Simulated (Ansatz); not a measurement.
# Residual resistivity of an alloy: Pt(111) with 4 layers of random Pt-Ag, 2x2

Wanted: resistance against the alloy's length, first Pt(111) with 4 layers of random Pt-Ag, 2x2.

Program: Ansatz 0.2.0. Level of theory: Ansatz plane-wave DFT, PBE, PAW files; ballistic transport by layer matching (Landauer), zero bias; PAW set soft_1. Results are calculated unless marked as measured.

Report form: the programs' logs are mostly left out.

## 1. The starting structure

The cell holds 40 atoms: 32 Pt and 8 Ag. Cell: a = 5.546 Å, b = 5.546 Å, c = 22.699 Å, α = 93.5°, β = 86.5°, γ = 120.0°. It derives from Pt. Regions: lead, 24 atoms (24 Pt); scattering region, 16 atoms (8 Ag and 8 Pt). The structure is stacked along c, and the current runs across the ab planes.

## 2. With 4 alloy layers

In 4 layers a share of 0.5 of the sites is given to Ag at random. The layers about the cell's end stay perfect and serve as the lead. Disorder leaves little or no symmetry, which makes such runs dear. Energies from -0.05 to 0.05 eV in steps of 0.05 eV are too few for the program's thermal sum, so it prints no conductance; for a metal the transmission near the Fermi level serves, at a fraction of the cost.

Contents of input.yaml:

```yaml
crystal:
  lattice:
    - [5.5462627489, 0.0, 0.0]
    - [-2.7731313745, 4.8032044366, 0.0]
    - [1.3865656872, -0.8005340728, 22.6425228571]
  atoms:
    - { symbol: Pt, position: [0.9916666667, 0.0083333333, 0.05] }
    - { symbol: Pt, position: [0.9916666667, 0.5083333333, 0.05] }
    - { symbol: Pt, position: [0.4916666667, 0.0083333333, 0.05] }
    - { symbol: Pt, position: [0.4916666667, 0.5083333333, 0.05] }
    - { symbol: Pt, position: [0.1416666667, 0.3583333333, 0.15] }
    - { symbol: Pt, position: [0.1416666667, 0.8583333333, 0.15] }
    - { symbol: Pt, position: [0.6416666667, 0.3583333333, 0.15] }
    - { symbol: Pt, position: [0.6416666667, 0.8583333333, 0.15] }
[... 28 atom lines left out ...]
    - { symbol: Pt, position: [0.8416666667, 0.1583333333, 0.95] }
    - { symbol: Pt, position: [0.8416666667, 0.6583333333, 0.95] }
    - { symbol: Pt, position: [0.3416666667, 0.1583333333, 0.95] }
    - { symbol: Pt, position: [0.3416666667, 0.6583333333, 0.95] }
kpoints:
  mp_grid: { grid: [5, 5, 1] }
hamiltonian:
  xc: pbe
  pseudopotentials: { kind: paw, azcp: { folder: soft_1 } }
scf:
  occupations: { method: fermi_dirac, width: 0.1 }
output:
  transmission:
    leads: [[0, 4]]
    kmesh: [10, 10]
    e_range: [-0.05, 0.05]
    de: 0.05
  write_potential: true
  write_density: true
  volumetric_format: npy
```

Command:

```bash
ansatz run input.yaml --threads 4 --pin off --max-ram 15360MiB --backend cpu --events-out ev --progress --plain --runs-dir out
```

Run time: 9.7 min. Hardware: 4 threads of Arm Neoverse V1, shared host; peak memory 5.8 GiB.

This step gave:

```
free energy                                    : -461514.0165 eV
energy at zero smearing                        : -461513.1549 eV
Fermi energy                                   : 22.60 eV
cell area                                      : 26.64 Å²
transmission per spin nearest the Fermi level  : 2.019
open channels per spin nearest the Fermi level : 6.85
step of the lead's potential                   : 33.1 meV
```

Per spin. The transmission, zone mean by energy, zero at the Fermi level:

| energy (eV) | transmission, zone mean |
| --- | --- |
| -0.0500 | 2.05 |
| 0.0000 | 2.02 |
| 0.0500 | 2.02 |

Per spin. Table of open channels, zone mean, lead by energy, zero at the Fermi level:

| energy (eV) | open channels, zone mean, lead |
| --- | --- |
| -0.0500 | 7.14 |
| 0.0000 | 6.85 |
| 0.0500 | 6.21 |

Transmission over k1 and k2. At 0.0000 eV from the Fermi level.

Values, 10 rows by 10 columns:
```
1.93 1.73 2.02 2.01 1.85 1.80 1.75 1.52 2.25 1.62
1.77 1.85 1.88 2.26 2.51 2.21 1.79 1.76 2.27 2.29
2.06 2.18 2.46 2.89 1.63 3.18 2.64 1.81 1.94 1.90
1.84 2.10 2.47 1.81 1.63 1.71 1.81 2.47 1.97 1.82
1.77 1.98 2.41 2.89 1.70 1.27 1.70 2.89 2.41 1.98
1.84 1.82 1.97 2.47 1.81 1.71 1.63 1.81 2.47 2.10
2.06 1.90 1.94 1.81 2.64 3.18 1.63 2.89 2.46 2.18
1.77 2.29 2.27 1.76 1.79 2.21 2.51 2.26 1.88 1.85
1.93 1.62 2.25 1.52 1.75 1.80 1.85 2.01 2.02 1.73
1.74 1.97 1.94 1.71 1.77 1.59 1.77 1.71 1.94 1.97
```
Columns: k1 (b1) from -0.5 to 0.4; rows upwards: k2 (b2) from -0.5 to 0.4.

Open channels over k1 and k2. At 0.0000 eV from the Fermi level.

Ten even steps from '0' (3.0) to '9' (10.0):
```
9744479101
4475574400
4458185421
9451881549
9778828877
9945188154
4124581854
4004475574
9101974447
9924999429
```
Columns: k1 (b1) from -0.5 to 0.4; rows upwards: k2 (b2) from -0.5 to 0.4.

Over the solved energies the transmission per spin lies between 2.02 and 2.05, out of 6.73 channels of the lead on average (up to 7.14). The log calls the step of a lead's potential too much.

## 3. With 8 alloy layers

In 8 layers a share of 0.5 of the sites is given to Ag at random. A fresh draw is used; the growth of the resistance with length is what counts.

System of this step: Pt(111) with 8 layers of random Pt-Ag, 2x2. The cell holds 56 atoms: 40 Pt and 16 Ag. Cell: a = 5.546 Å, b = 5.546 Å, c = 31.740 Å, α = 87.5°, β = 92.5°, γ = 120.0°. It derives from Pt. Regions: lead, 24 atoms (24 Pt); scattering region, 32 atoms (16 Pt and 16 Ag). The structure is stacked along c, and the current runs across the ab planes.

Contents of input.yaml:

```yaml
crystal:
  lattice:
    - [5.5462627489, 0.0, 0.0]
    - [-2.7731313745, 4.8032044366, 0.0]
    - [-1.3865656872, 0.8005340728, 31.6995319999]
  atoms:
    - { symbol: Pt, position: [0.005952381, 0.994047619, 0.0357142857] }
    - { symbol: Pt, position: [0.005952381, 0.494047619, 0.0357142857] }
    - { symbol: Pt, position: [0.505952381, 0.994047619, 0.0357142857] }
    - { symbol: Pt, position: [0.505952381, 0.494047619, 0.0357142857] }
    - { symbol: Pt, position: [0.1845238095, 0.3154761905, 0.1071428571] }
    - { symbol: Pt, position: [0.1845238095, 0.8154761905, 0.1071428571] }
    - { symbol: Pt, position: [0.6845238095, 0.3154761905, 0.1071428571] }
    - { symbol: Pt, position: [0.6845238095, 0.8154761905, 0.1071428571] }
[... 44 atom lines left out ...]
    - { symbol: Pt, position: [0.3273809524, 0.1726190476, 0.9642857143] }
    - { symbol: Pt, position: [0.3273809524, 0.6726190476, 0.9642857143] }
    - { symbol: Pt, position: [0.8273809524, 0.1726190476, 0.9642857143] }
    - { symbol: Pt, position: [0.8273809524, 0.6726190476, 0.9642857143] }
kpoints:
  mp_grid: { grid: [5, 5, 1] }
hamiltonian:
  xc: pbe
  pseudopotentials: { kind: paw, azcp: { folder: soft_1 } }
scf:
  occupations: { method: fermi_dirac, width: 0.1 }
output:
  transmission:
    leads: [[0, 4]]
    kmesh: [10, 10]
    e_range: [-0.05, 0.05]
    de: 0.05
  write_potential: true
  write_density: true
  volumetric_format: npy
```

Elapsed: 19 min, on 4 threads; peak memory 9.8 GiB.

This step gave:

* free energy: -622435.5464 eV
* energy at zero smearing: -622434.4957 eV
* Fermi energy: 22.28 eV
* transmission per spin nearest the Fermi level: 1.456
* open channels per spin nearest the Fermi level: 6.89
* step of the lead's potential: 22.9 meV

Per spin. Table of transmission, zone mean by energy, zero at the Fermi level:

| energy (eV) | transmission, zone mean |
| --- | --- |
| -0.0500 | 1.40 |
| 0.0000 | 1.46 |
| 0.0500 | 1.52 |

Over the solved energies the transmission per spin lies between 1.40 and 1.52, out of 6.75 channels of the lead on average (up to 7.14).

## 4. With 12 alloy layers

In 12 layers a share of 0.5 of the sites is given to Ag at random. A fresh draw is used; the growth of the resistance with length is what counts.

System of this step: Pt(111) with 12 layers of random Pt-Ag, 2x2. The cell holds 72 atoms: 48 Pt and 24 Ag. Cell: a = 5.546 Å, b = 5.546 Å, c = 40.757 Å, α = 90.0°, β = 90.0°, γ = 120.0°. It derives from Pt. Regions: lead, 24 atoms (24 Pt); scattering region, 48 atoms (24 Ag and 24 Pt). The structure is stacked along c, and the current runs across the ab planes.

Contents of input.yaml:

```yaml
crystal:
  lattice:
    - [5.5462627489, 0.0, 0.0]
    - [-2.7731313745, 4.8032044366, 0.0]
    - [0.0, 0.0, 40.7565411427]
  atoms:
    - { symbol: Pt, position: [0.0, 0.0, 0.0277777778] }
    - { symbol: Pt, position: [0.0, 0.5, 0.0277777778] }
    - { symbol: Pt, position: [0.5, 0.0, 0.0277777778] }
    - { symbol: Pt, position: [0.5, 0.5, 0.0277777778] }
    - { symbol: Pt, position: [0.1666666667, 0.3333333333, 0.0833333333] }
    - { symbol: Pt, position: [0.1666666667, 0.8333333333, 0.0833333333] }
    - { symbol: Pt, position: [0.6666666667, 0.3333333333, 0.0833333333] }
    - { symbol: Pt, position: [0.6666666667, 0.8333333333, 0.0833333333] }
[... 60 atom lines left out ...]
    - { symbol: Pt, position: [0.3333333333, 0.1666666667, 0.9722222222] }
    - { symbol: Pt, position: [0.3333333333, 0.6666666667, 0.9722222222] }
    - { symbol: Pt, position: [0.8333333333, 0.1666666667, 0.9722222222] }
    - { symbol: Pt, position: [0.8333333333, 0.6666666667, 0.9722222222] }
kpoints:
  mp_grid: { grid: [5, 5, 1] }
hamiltonian:
  xc: pbe
  pseudopotentials: { kind: paw, azcp: { folder: soft_1 } }
scf:
  occupations: { method: fermi_dirac, width: 0.1 }
output:
  transmission:
    leads: [[0, 4]]
    kmesh: [10, 10]
    e_range: [-0.05, 0.05]
    de: 0.05
  write_potential: true
  write_density: true
  volumetric_format: npy
```

The job ended after 33 min (4 threads; peak memory 8.7 GiB).

This step gave:

| Property | Result |
| --- | --- |
| free energy | -783357.0107 eV |
| energy at zero smearing | -783355.7822 eV |
| Fermi energy | 22.09 eV |
| transmission per spin nearest the Fermi level | 1.104 |
| step of the lead's potential | 36.4 meV |

Per spin. Transmission, zone mean against energy, zero at the Fermi level:

| energy (eV) | transmission, zone mean |
| --- | --- |
| -0.0500 | 1.12 |
| 0.0000 | 1.10 |
| 0.0500 | 1.10 |

Over the solved energies the transmission per spin lies between 1.10 and 1.12, out of 6.72 channels of the lead on average (up to 7.06). The log calls the step of a lead's potential too much.

## 5. Resistance against length

This step: Ansatz plane-wave DFT, PBE, PAW files; ballistic transport by layer matching (Landauer), zero bias; residual resistivity from the slope of the area resistance, atoms on the host's lattice; PAW set soft_1 (Ansatz 0.2.0).

Numbers from this step:

| Property | Result |
| --- | --- |
| resistivity | 77.86 µΩ cm |
| intercept | 0.4633 fΩ m² |
| scatter about the fit | 0.01924 fΩ m² |

Resistance, by row:

| run | length (Å) | T | channels N | RA (fΩ m²) |
| --- | --- | --- | --- | --- |
| n4 | 9.057 | 2.031 | 6.733 | 1.182 |
| n8 | 18.11 | 1.459 | 6.747 | 1.846 |
| n12 | 27.17 | 1.108 | 6.72 | 2.592 |

Area resistance against length of the alloy:

| length of the alloy (Å) | area resistance (fΩ m²) |
| --- | --- |
| 9.06 | 1.18 |
| 18.11 | 1.85 |
| 27.17 | 2.59 |

The area resistance goes from 1.2 to 2.6 fΩ m² between 9.1 and 27.2 Å, a slope of 78 µΩ cm.

By hand from the end points: (2.592 − 1.182) fΩ m² / (27.17 − 9.06) Å = 78 µΩ cm, since 1 fΩ m² per Å is 1000 µΩ cm.

## 6. Results

- resistivity from the slope: 77.9 µΩ cm
- area resistance over 9.06 Å: 1.18 fΩ m²
- area resistance over 18.1 Å: 1.85 fΩ m²
- area resistance over 27.2 Å: 2.59 fΩ m²

In words: The slope gives 78 µΩ cm. The points scatter by 0.019 fΩ m² about the line, with one random draw a length in a 2x2 cell, so the slope is a rough value. Read with a model of isotropic scattering on a spherical Fermi surface and the lead's 2.0×10¹⁵ S/m², this slope means a mean free path near 4.9 Å (a rough figure, since the alloy's own channel count differs); over these lengths the model's slope is within 3 % of its bulk resistivity, though a free path of a few ångströms strains the picture. The atoms sit on the host's lattice, so scattering by size misfit is left out. Spin-orbit coupling is left out, which matters for Pt. A lead's potential steps by up to 36 meV from period to period, which the log calls too much, so longer leads could move the result.

[Logs are printed without paths, hosts, clocks, repeated set-up lines and the standing remarks that a program may print on its own settings, such as how far it seeks lower states.]

[Hosts, paths, dates, database ids (printed as entryN), source tags and the programs' standing remarks are cut or masked in the printed files.]
